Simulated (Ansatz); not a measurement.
# Zn₄O: start and end of a relaxation

Recipe of this trial structure of Zn₄O: random cell by space group and Wyckoff sites (Fd-3m, No. 227). Lengths were set from tabulated atomic sizes, so they are only a guess.

start.cif

```cif
data_structure
_symmetry_space_group_name_H-M 'P 1'
_symmetry_Int_Tables_number 1
_cell_length_a 5.9372
_cell_length_b 5.9372
_cell_length_c 5.9372
_cell_angle_alpha 60.000
_cell_angle_beta 60.000
_cell_angle_gamma 60.000
_cell_volume 147.99
loop_
_atom_site_label
_atom_site_type_symbol
_atom_site_fract_x
_atom_site_fract_y
_atom_site_fract_z
_atom_site_occupancy
Zn1 Zn 0.38388 0.38388 0.38388 1
Zn2 Zn 0.38388 0.38388 0.84836 1
Zn3 Zn 0.38388 0.84836 0.38388 1
Zn4 Zn 0.84836 0.38388 0.38388 1
Zn5 Zn 0.86612 0.86612 0.40164 1
Zn6 Zn 0.86612 0.86612 0.86612 1
Zn7 Zn 0.86612 0.40164 0.86612 1
Zn8 Zn 0.40164 0.86612 0.86612 1
O1 O 0.00000 0.00000 0.00000 1
O2 O 0.25000 0.25000 0.25000 1
```

Method: Ansatz, DFT PBE, scalar-relativistic, plane waves, PAW. Cutoff 420 eV, Gaussian smearing, Γ-centred meshes. Cell and atoms relax first on a coarse mesh and then on a finer one. In between, the cell is made exact in the group found at 0.06 Å. In metals the finer mesh still leaves noise of several meV/atom or more. The steps can't lower the symmetry of their start. No spin polarisation in the relaxation; trial moments died out in a coarse test.

end.cif

```cif
data_structure
_symmetry_space_group_name_H-M 'P 1'
_symmetry_Int_Tables_number 1
_cell_length_a 5.9481
_cell_length_b 5.9481
_cell_length_c 5.9481
_cell_angle_alpha 60.000
_cell_angle_beta 60.000
_cell_angle_gamma 60.000
_cell_volume 148.81
loop_
_atom_site_label
_atom_site_type_symbol
_atom_site_fract_x
_atom_site_fract_y
_atom_site_fract_z
_atom_site_occupancy
Zn1 Zn 0.38812 0.38812 0.38812 1
Zn2 Zn 0.38812 0.38812 0.83564 1
Zn3 Zn 0.38812 0.83564 0.38812 1
Zn4 Zn 0.83564 0.38812 0.38812 1
Zn5 Zn 0.86188 0.86188 0.41436 1
Zn6 Zn 0.86188 0.86188 0.86188 1
Zn7 Zn 0.86188 0.41436 0.86188 1
Zn8 Zn 0.41436 0.86188 0.86188 1
O1 O 0.00000 0.00000 0.00000 1
O2 O 0.25000 0.25000 0.25000 1
```

The symmetry stays Fd-3m (No. 227). The volume per atom grows by 0.6 %, from 14.8 to 14.9 Å³. The shortest distance goes from 1.95 Å (Zn–O) to 2.01 Å (Zn–O).

For Zn₄O, the volume per atom is 14.88 Å³, the density is 6.19 g/cm³ and the formation energy is −0.27 eV/atom. The gap on the 8×8×8 mesh of the 10-atom cell is 0 eV (a metal).

The zero of energy is the elements' standard structures at the same level (O₂ as a molecule); no fitted shifts are applied. A negative formation energy is needed for stability but isn't enough: competing phases decide.

The last run used Gaussian smearing of 0.10 eV. Symmetry constrained the relaxation, so the result can be a saddle point. In all, the 3 runs took 4.7 min on 1 thread of Intel(R) Xeon(R) Processor @ 2.50GHz (Skylake/Cascade Lake), on a shared host.
